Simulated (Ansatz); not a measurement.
# FeO (Wuestite) (R-3m) in Ansatz: convergence with scf convergence dr2 threshold

Aim: find how far scf convergence dr2 threshold must go before the results for FeO (Wuestite) settle, at PBE. This setting moves, with any that are tied to it; all else stays.

Everything below comes from runs of Ansatz 0.2.0. Logs are shortened: lines on timing, memory, paths and dates and some standing lists are left out, and cuts for length are marked.

## (1) The crystal as given

It takes space group R-3m (No. 166, trigonal). The conventional cell has a = 3.038 Å, b = 3.038 Å, c = 7.559 Å, α = 90.00°, β = 90.00°, γ = 120.00°. Around Fe (site symmetry -3m) lie 6 O at 2.16 Å. Around O (site symmetry -3m) lie 6 Fe at 2.16 Å.

## (2) With scf convergence dr2 threshold 0.01

input.yaml

```yaml
crystal:
  lattice:
    - [1.5188209023, 0.8768916568, 2.5195772846]
    - [-1.5188209023, 0.8768916568, 2.5195772846]
    - [0.0, -1.7537833136, 2.5195772846]
  atoms:
    - { symbol: Fe, position: [0.0, 0.0, 0.0], spin: 3.0 }
    - { symbol: O, position: [0.5, 0.5, 0.5] }
hamiltonian:
  xc: pbe
  pseudopotentials: { kind: paw, source: jth }
magnetization:
  spin_polarized: true
kpoints:
  mp_grid: { grid: [9, 9, 9] }
scf:
  occupations: { method: cold, width: 0.1 }
  convergence: { dr2_threshold: 0.01 }
output:
  forces: true
  stress: true
  eigenvalues: true
```

Potentials or basis: JTH PAW.

Launch:

```sh
ansatz run input.yaml --threads 2 --pin off --max-ram 5632MiB --backend cpu --events-out ev --progress --plain --runs-dir out
```

The program printed:

```text
Warning: the checks of this Fe dataset prove no rule for summing its radial tables, as where they were carried onto another mesh than they were made on, and Gregory's rule is taken, under which a leading mesh point left out moves its sums only by what lay on the interval it spanned. That does not make them correct, and they differ from Quantum ESPRESSO's on this file; a re-export a fraction of a mesh step off can move them. hamiltonian.pseudopotentials.radial_quadrature: simpson_from_first_knot sums it by `pw.x`'s rule; on a PAW file no value gives `pw.x`'s numbers. What more to know: hamiltonian.pseudopotentials.radial_quadrature, in the input reference
Warning: the checks of this O dataset prove no rule for summing its radial tables, as where they were carried onto another mesh than they were made on, and Gregory's rule is taken, under which a leading mesh point left out moves its sums only by what lay on the interval it spanned. That does not make them correct, and they differ from Quantum ESPRESSO's on this file; a re-export a fraction of a mesh step off can move them. hamiltonian.pseudopotentials.radial_quadrature: simpson_from_first_knot sums it by `pw.x`'s rule; on a PAW file no value gives `pw.x`'s numbers. What more to know: hamiltonian.pseudopotentials.radial_quadrature, in the input reference
Warning: scf.convergence.dr2_threshold = 1e-2 eV is looser than this run's default, which is 1e-7 eV or tighter. The error in the forces grows as the threshold's square root, so leave the key out unless less accurate forces are enough
Warning: output.stress: scf.convergence.dr2_threshold = 1e-2 eV is looser than the 2e-10 eV advised for a printed stress (1e-10 eV for each atom of the cell: 2). What an SCF threshold leaves in a stress goes as its square root, and in the free energy as the threshold itself, and one threshold admits the most on a small cell: of the crystals measured, under no hybrid functional and no lock of the moments, on runs that ended without the residual-converged pass, on stresses that held no estimate of that error, the worst erred by over 100 MPa in a component at 1e-7 eV an atom and by under 5 at 1e-10. Set scf.convergence.dr2_threshold to 2e-10 eV or tighter. The threshold is an SCF's pass mark: one that does not reach it within its budget of iterations ends unconverged, or closes short of it on a stop that the run arms, and scf.convergence.dr2_threshold's page says what that costs each kind of run
Warning: RAYON_NUM_THREADS=2 ignored (pool sized by the plan → 2); use --threads N
Engine: ansatz 0.2.0, x86_64-unknown-linux-gnu
Pseudopotentials: kind: paw
Pseudopotential: Fe, paw, valence charge 16, recommended cutoff 1320 eV (normal), Fe.paw.azcp
Pseudopotential: O, paw, valence charge 6, recommended cutoff 1380 eV (normal), O.paw.azcp
Functional definition: PBE
  parameter kappa = 0.804
  parameter beta = 0.06672455060314922
  exchange = pbe_x(kappa = kappa, mu = beta*pi^2/3)
  correlation = pbe_c(beta = beta)
Crystal: 2 atoms, lattice volume = 20.134 Å³
Basis set: ecut = 1380 eV, 2343 PW (Γ), exchange–correlation on 80×80×80 points (8 copies of the dense FFT grid, shifted against one another)
Bands: 17, of which v1, the nominal top of the filled ones, is band 11 counted from 1 (10 counted from 0)
Symmetry: 12 space group operations
Space group: R-3m (ITA 166), of the structure as read, at distance tolerance 2.7e-5 Å
Magnetic group: BNS 166.97 (UNI 1327), of the structure as read, at distance tolerance 2.7e-5 Å
k-points: 85 of 729
Non-local potential: Fe, projectors of the file, l = 0: 2, l = 1: 2, l = 2: 2
Non-local potential: O, projectors of the file, l = 0: 2, l = 1: 2
PAW form: soft (Blöchl's): semilocal exchange-correlation on the pseudo side does not see the compensation charge
PAW one-centre angular grid: Fe, 590 points (default); XC on 64 Gauss nodes
PAW one-centre angular grid: O, 110 points (default); XC on 64 Gauss nodes
Initial density: superposition of atomic densities (chi_scale 0.1, normalization cell, long waves kept (reshape's long-wave potential 0.00 eV rms))
Starting moments: Σ|m| = 3 μB on 1 of 2 sites
Initial wavefunctions: pseudopotential atomic-orbital guess
Functional: x = pbe(κ = 0.804, μ = 0.2195149727645171), c = pbe(β = 0.06672455060314922)
iter 1 solved again at ethr=6.03e-4 eV; its pass at ethr=3.10e-3 eV (dr2=1.33e-1 eV) is discarded
SCF iter   1: F=—  HF=-5046.433917 eV  |F-HF|=—  |Δ(HF+E_count)|=         —  Δρ=8.12e-2 (↑8.12e-2 ↓7.88e-2)  dr2=1.33e-1  dr2_m=1.09e0  M=3.840 μB ∫|m|=3.840 μB  β_m=0.30  ethr=6.03e-4  ⟨swp⟩=1.0  Hψ=19553  notcnv=0
Mixer restart at iter 1: flushing history
preconditioner: auto → none  [metal: Δε(μ)=0.041 eV  Ē_g=13.443 eV  σ=0.100 eV  W_gap=0.22  n_scr=8 (ndim 8)  ℏωp=31.0 eV  f_vac=0.000  D(μ)=1.75/eV (n_scr^D=14)  sad-step TF]
SCF iter   2: F=—  HF=-5046.515070 eV  |F-HF|=—  |Δ(HF+E_count)|=   8.12e-2  Δρ=6.78e-2 (↑6.53e-2 ↓6.78e-2)  dr2=6.25e-2  dr2_m=7.89e-1  M=3.996 μB ∫|m|=3.996 μB  β_m=0.53  ethr=6.03e-4  ⟨swp⟩=2.0  Hψ=3877  notcnv=0
SCF iter   3: F=—  HF=-5046.924259 eV  |F-HF|=—  |Δ(HF+E_count)|=         —  Δρ=5.67e-2 (↑4.36e-2 ↓5.67e-2)  dr2=1.69e0  dr2_m=1.59e-2  M=3.984 μB ∫|m|=3.991 μB  β_m=0.65  ethr=2.84e-4  ⟨swp⟩=3.3  Hψ=7260  notcnv=0  defer=161
Mixer restart at iter 3: flushing history
SCF iter   4: F=—  HF=-5046.986637 eV  |F-HF|=—  |Δ(HF+E_count)|=   6.24e-2  Δρ=4.96e-2 (↑4.86e-2 ↓4.96e-2)  dr2=1.59e0  dr2_m=8.69e-3  M=4.023 μB ∫|m|=4.031 μB  β_m=0.48  ethr=2.84e-4  ⟨swp⟩=3.9  Hψ=8562  notcnv=0  defer=154
SCF iter   5: F=—  HF=-5046.664912 eV  |F-HF|=—  |Δ(HF+E_count)|=   3.22e-1  Δρ=2.33e-3 (↑2.33e-3 ↓2.07e-3)  dr2=1.18e-3  dr2_m=3.40e-4  M=4.002 μB ∫|m|=4.011 μB  β_m=0.45  ethr=2.84e-4  ⟨swp⟩=3.0  Hψ=7420  notcnv=0  defer=228
SCF iter   6: F=—  HF=-5046.665828 eV  |F-HF|=—  |Δ(HF+E_count)|=   9.16e-4  Δρ=1.18e-3 (↑1.07e-3 ↓1.18e-3)  dr2=1.51e-4  dr2_m=1.42e-4  M=4.002 μB ∫|m|=4.012 μB  β_m=0.73  ethr=5.34e-6  ⟨swp⟩=2.7  Hψ=5360  notcnv=0  defer=200
SCF iter   7: F=—  HF=-5046.666629 eV  |F-HF|=—  |Δ(HF+E_count)|=   8.01e-4  Δρ=3.87e-4 (↑3.87e-4 ↓1.73e-4)  dr2=1.75e-5  dr2_m=9.44e-6  M=4.001 μB ∫|m|=4.013 μB  β_m=0.76  ethr=6.86e-7  ⟨swp⟩=2.4  Hψ=4719  notcnv=0  defer=200
SCF iter   8: F=—  HF=-5046.662931 eV  |F-HF|=—  |Δ(HF+E_count)|=         —  Δρ=2.00e-4 (↑7.29e-5 ↓2.00e-4)  dr2=8.44e-6  dr2_m=2.41e-6  M=4.001 μB ∫|m|=4.013 μB  β_m=0.76  ethr=7.96e-8  ⟨swp⟩=2.0  Hψ=4737  notcnv=0  defer=200
Mixer restart at iter 8: flushing history
iteration 8: the input's own smearing fills from here on; a Gaussian of 0.1 eV has filled iterations ahead of it
SCF iter   9: F=-5046.662896 eV  HF=-5046.662941 eV  |F-HF|=4.54e-5  |Δ(HF+E_count)|=   9.50e-6  S|Δr|=    0.00e0  Δρ=2.76e-4 (↑2.06e-4 ↓2.76e-4)  dr2=4.13e-5  dr2_m=6.63e-7  M=4.001 μB ∫|m|=4.013 μB  ethr=3.84e-8  ⟨swp⟩=4.4  Hψ=13251  notcnv=0
SCF 1 converged in 9 iterations: F = -5046.662896 eV  dr2 = 4.13e-5
solved again in the potential of the output density, not every published eigenvalue holds within its bar: in spin ↑, 769 eigenvalues moved, the lowest at band 0; the one that moved furthest (k=24, band 0), published at -74.462 eV, moved by 0.029 eV, against a bar of 0.010 eV; in spin ↓, 992 eigenvalues moved, the lowest at band 0; the one that moved furthest (k=24, band 0), published at -70.291 eV, moved by 0.029 eV, against a bar of 0.010 eV (bands and k-points counted from 0; bands.shift_under_output_density.table_levels in the report). At each k-point, in each spin channel, the i-th published eigenvalue, in ascending order, is compared with the i-th on the output side: "moved" is said of an eigenvalue by its index, where the two differ by more than its bar. The level there was still moving when the self-consistency loop ended, or the two rows pair different levels: a move about equal to the distance to the next published one (band + 1 or band - 1 at that k-point) is a sign that the rows do. An eigenvalue that was not read stands at or over a band that did not come within the tolerance in that solve, or its shift or its bar came out as no number: whether it is settled is not known. No published value changes. The table publishes no pair of band edges (a metal's, for one, or one whose gap the smearing's tails bridge, one under two Fermi levels, one with no empty band)
this state was not tested for a lower state beside it, because cold or Methfessel-Paxton smearing, or corrected tetrahedra, fill the levels in a way that the test cannot read (fill_not_monotonic; see scf.lower_state_search)
SCF converged after 9 iterations
Magnetization: 4.0010 μB (13.0005 up, 8.9995 down)
Absolute magnetization: 4.0133 μB (∫|ρ↑−ρ↓|, with the PAW one-centre terms)
Spin contamination: 0.0111 ħ² per cell (⟨S²⟩ above its minimum at these occupations)
Per-site moments (μB) at R_I (Å): [(3.455967956844144, 0.8907348275319251), (0.3194920171421088, 0.8907348275319251)]
Free energy (F): -5046.662896 eV
Harris-Foulkes:  -5046.662941 eV  (|F-HF|=4.54e-5)
Internal energy: -5046.663026 eV  (E = F + TS)
E sigma→0 (E₀):  -5046.662939 eV
Entropy (-TS):   0.000130 eV (0.065 meV/atom)
Fermi energy:    15.430972 eV
Step filling:    the computed levels leave a gap of 0.0026 eV = 0.0 smearing widths at the electron count; against every level under it full and every level over it empty, smearing changes F+E_penalty+E_count by -0.253 meV and its σ→0 estimate by -0.297 meV
--- Per-component energies (eV) ---
  E_band       = -248.292206
  E_kinetic    = 534.211302
  E_local      = -2160.558121  (includes V_loc(G=0)·N_el)
  E_nonlocal   = -206.497342
  E_hartree    = 826.737116
  E_xc         = -170.990706
  E_vxc        = -222.363026  (∫ρ·V_xc dr)
  E_paw        = -1288.695800  (= ΣΔE_a)
  E_vpaw       = 153.599224  (= ΣTr[D̂ρ^β])
  E_aug_tail   = -0.000044  (compensation charges beyond the density's cutoff)
  E_ewald      = -2580.869431
  E_smearing   = 0.000130  (= −TS)
  E_closure    = 0.000000  (closes the sum)
  Σ components = -5046.662896   (vs F -5046.662896, Δ=0.00e0)
--- Forces (eV/Å), atoms counted from 1 ---
  atom   1  Fe     0.00000000    -0.00000000     0.00000000
  atom   2  O      0.00000000     0.00000000     0.00000000
  max |Σ_I F_I| component: 2.10e-30 eV/Å
--- Stress (GPa, compression-positive) ---
       -1.094927       0.000000       0.000000
        0.000000      -1.094927       0.000000
        0.000000       0.000000      -2.071896
  P = ⅓ Tr σ = -1.4206 GPa (-14.206 kbar)
--- Band table (eV; the first three rows and the last of 170) ---
  k-point 0 ↑: bands = ["-74.4690", "-40.5052", "-40.4911", "-40.4911", "-5.2775", "11.5450", "11.5454", "11.6071", "11.6071", "11.6448", "11.6448", "11.7819", "11.7819", "15.4388", "30.7312", "32.0838", "32.4895"]
  k-point 1 ↑: bands = ["-74.4684", "-40.5067", "-40.4965", "-40.4920", "-5.1567", "10.4748", "10.6155", "10.6873", "11.6670", "11.7075", "12.0137", "12.7531", "12.7811", "16.2660", "28.9517", "31.7132", "32.0309"]
  k-point 2 ↑: bands = ["-74.4668", "-40.5159", "-40.5049", "-40.4943", "-4.8345", "8.9364", "9.7491", "9.8314", "11.8953", "11.9387", "12.2827", "13.7725", "13.7796", "17.7562", "26.5067", "30.2515", "30.4935"]
  k-point 84 ↓: bands = ["-70.2930", "-36.4812", "-36.4364", "-36.4320", "-3.5933", "7.6077", "10.2026", "10.3868", "15.7349", "15.8254", "15.9776", "17.7164", "18.1554", "20.8486", "24.6240", "27.9368", "29.2165"]
```

Run time: 46 s. Hardware: 2 threads of Intel Xeon at 2.50GHz (Skylake/Cascade Lake), shared host; peak memory 0.57 GiB.

Results:

| Quantity | Value |
| --- | --- |
| Free energy | -5046.6629 eV |
| Pressure | -1.4 GPa |
| Band gap on the k mesh | none (metal or under the smearing width) |
| Net moment | 4.00 μB per cell |
| Absolute moment | 4.01 μB per cell |
| Site moments | Fe +3.46; O +0.32 μB |

## (3) With scf convergence dr2 threshold 0.001

input.yaml, as its differences from that of step 2:

```diff
@@ -17,3 +17,3 @@
   occupations: { method: cold, width: 0.1 }
-  convergence: { dr2_threshold: 0.01 }
+  convergence: { dr2_threshold: 0.001 }
 output:
```

Potentials or basis: JTH PAW.

Launch:

```sh
ansatz run input.yaml --threads 2 --pin off --max-ram 5632MiB --backend cpu --events-out ev --progress --plain --runs-dir out
```

Wall time 43 s (2 threads of Intel Xeon at 2.50GHz (Skylake/Cascade Lake), shared host); peak memory 0.57 GiB.

What came out:

| Property | Result |
| --- | --- |
| Free energy | -5046.6629 eV |
| Pressure | -1.4 GPa |
| Band gap on the k mesh | none (metal or under the smearing width) |
| Net moment | 4.00 μB per cell |
| Absolute moment | 4.01 μB per cell |
| Site moments | Fe +3.46; O +0.32 μB |

## (4) With scf convergence dr2 threshold 0.0001

input.yaml, as its differences from that of step 3:

```diff
@@ -17,3 +17,3 @@
   occupations: { method: cold, width: 0.1 }
-  convergence: { dr2_threshold: 0.001 }
+  convergence: { dr2_threshold: 0.0001 }
 output:
```

Launch:

```sh
ansatz run input.yaml --threads 2 --pin off --max-ram 5632MiB --backend cpu --events-out ev --progress --plain --runs-dir out
```

It took 46 s on 2 threads of Intel Xeon at 2.50GHz (Skylake/Cascade Lake), shared host; peak memory 0.58 GiB.

Results:

```
Free energy            : -5046.6629 eV
Pressure               : -1.4 GPa
Band gap on the k mesh : none (metal or under the smearing width)
Net moment             : 4.00 μB per cell
Absolute moment        : 4.01 μB per cell
Site moments           : Fe +3.46; O +0.32 μB
```

## (5) With scf convergence dr2 threshold 1e-05

input.yaml, as its differences from that of step 4:

```diff
@@ -17,3 +17,3 @@
   occupations: { method: cold, width: 0.1 }
-  convergence: { dr2_threshold: 0.0001 }
+  convergence: { dr2_threshold: 1.0e-05 }
 output:
```

Launch:

```sh
ansatz run input.yaml --threads 2 --pin off --max-ram 5632MiB --backend cpu --events-out ev --progress --plain --runs-dir out
```

Run time: 50 s. Hardware: 2 threads of Intel Xeon at 2.50GHz (Skylake/Cascade Lake), shared host; peak memory 0.57 GiB.

What came out:

| Item | Value |
| --- | --- |
| Free energy | -5046.6629 eV |
| Pressure | -1.4 GPa |
| Band gap on the k mesh | none (metal or under the smearing width) |
| Net moment | 4.00 μB per cell |
| Absolute moment | 4.01 μB per cell |
| Site moments | Fe +3.46; O +0.32 μB |

## (6) With scf convergence dr2 threshold 1e-06

input.yaml, as its differences from that of step 5:

```diff
@@ -17,3 +17,3 @@
   occupations: { method: cold, width: 0.1 }
-  convergence: { dr2_threshold: 1.0e-05 }
+  convergence: { dr2_threshold: 1.0e-06 }
 output:
```

Potentials or basis: JTH PAW.

Launch:

```sh
ansatz run input.yaml --threads 2 --pin off --max-ram 5632MiB --backend cpu --events-out ev --progress --plain --runs-dir out
```

Wall time 42 s (2 threads of Intel Xeon at 2.50GHz (Skylake/Cascade Lake), shared host); peak memory 0.58 GiB.

It converged, with:

```yaml
Free_energy: -5046.6629 eV
Pressure: -1.4 GPa
Band_gap_on_the_k_mesh: none (metal or under the smearing width)
Net_moment: 4.00 μB per cell
Absolute_moment: 4.01 μB per cell
Site_moments: Fe +3.46; O +0.32 μB
```

## (7) With scf convergence dr2 threshold 1e-07

input.yaml, as its differences from that of step 6:

```diff
@@ -17,3 +17,3 @@
   occupations: { method: cold, width: 0.1 }
-  convergence: { dr2_threshold: 1.0e-06 }
+  convergence: { dr2_threshold: 1.0e-07 }
 output:
```

Launch:

```sh
ansatz run input.yaml --threads 2 --pin off --max-ram 5632MiB --backend cpu --events-out ev --progress --plain --runs-dir out
```

Run time: 42 s. Hardware: 2 threads of Intel Xeon at 2.50GHz (Skylake/Cascade Lake), shared host; peak memory 0.58 GiB.

The run converged. Its results:

```yaml
Free_energy: -5046.6629 eV
Pressure: -1.4 GPa
Band_gap_on_the_k_mesh: none (metal or under the smearing width)
Net_moment: 4.00 μB per cell
Absolute_moment: 4.01 μB per cell
Site_moments: Fe +3.46; O +0.32 μB
```

## (8) With scf convergence dr2 threshold 1e-09

input.yaml, as its differences from that of step 7:

```diff
@@ -17,3 +17,3 @@
   occupations: { method: cold, width: 0.1 }
-  convergence: { dr2_threshold: 1.0e-07 }
+  convergence: { dr2_threshold: 1.0e-09 }
 output:
```

Launch:

```sh
ansatz run input.yaml --threads 2 --pin off --max-ram 5632MiB --backend cpu --events-out ev --progress --plain --runs-dir out
```

It took 48 s on 2 threads of Intel Xeon at 2.50GHz (Skylake/Cascade Lake), shared host; peak memory 0.57 GiB.

Results (log left out):

```yaml
Free_energy: -5046.6629 eV
Pressure: -1.4 GPa
Band_gap_on_the_k_mesh: none (metal or under the smearing width)
Net_moment: 4.00 μB per cell
Absolute_moment: 4.01 μB per cell
Site_moments: Fe +3.46; O +0.32 μB
```

## (9) With scf convergence dr2 threshold 1e-11

input.yaml, as its differences from that of step 8:

```diff
@@ -17,3 +17,3 @@
   occupations: { method: cold, width: 0.1 }
-  convergence: { dr2_threshold: 1.0e-09 }
+  convergence: { dr2_threshold: 1.0e-11 }
 output:
```

Potentials or basis: JTH PAW.

Launch:

```sh
ansatz run input.yaml --threads 2 --pin off --max-ram 5632MiB --backend cpu --events-out ev --progress --plain --runs-dir out
```

Run time: 54 s. Hardware: 2 threads of Intel Xeon at 2.50GHz (Skylake/Cascade Lake), shared host; peak memory 0.58 GiB.

It converged, with:

```
Free energy            : -5046.6629 eV
Pressure               : -1.4 GPa
Band gap on the k mesh : none (metal or under the smearing width)
Net moment             : 4.00 μB per cell
Absolute moment        : 4.01 μB per cell
Site moments           : Fe +3.46; O +0.32 μB
```

## (10) The series at a glance

| scf convergence dr2 threshold | energy less the tightest run, at zero smearing (meV/atom) | SCF cycles | CPU time (s) | peak memory (GiB) |
| --- | --- | --- | --- | --- |
| 0.01 | 0.02 | 9 | 42 | 0.57 |
| 0.001 | 0.02 | 9 | 40 | 0.57 |
| 0.0001 | 0.02 | 9 | 40 | 0.58 |
| 1e-05 | 0.00 | 11 | 47 | 0.57 |
| 1e-06 | 0.00 | 11 | 42 | 0.58 |
| 1e-07 | 0.00 | 12 | 42 | 0.58 |
| 1e-09 | 0.00 | 13 | 45 | 0.57 |
| 1e-11 | 0.00 | 16 | 50 | 0.58 |

Against the tightest run, the energy stays within 1 meV/atom from 0.01 on. The tightest run that finished is the yardstick and may itself not be fully converged.

Caveats: a cell with one magnetic atom can't hold antiferromagnetic order, which such compounds often take; semilocal functionals often make such compounds metallic where correlation or magnetic order opens a gap, which also shifts bond lengths.
